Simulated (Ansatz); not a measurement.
Crystal: FePt (Tetraferroplatinum).

```
Pt Fe
1.0
     2.72350    0.00000    0.00000
     0.00000    2.72350    0.00000
     0.00000    0.00000    3.72000
Pt Fe
1 1
Cartesian
  1.3618 1.3618 1.8600
  0.0000 0.0000 0.0000
```

Program: Ansatz 0.2.0. Alike in all runs: potentials or basis all-electron LAPW, scalar-relativistic; spin collinear, ferromagnetic start; cell as given; k mesh 10 × 10 × 7; cutoff (eV) 282; basis error allowed 0.001 eV/atom.

Q: Order these runs on this cell by their pressure, lowest first.
A. level PBE; smearing gaussian 0.026 eV
B. level RPBE; smearing fermi-dirac 0.05 eV
C. level LDA; smearing fermi-dirac 0.05 eV

A: C (-12.7 GPa), A (3.3 GPa), B (8.4 GPa).
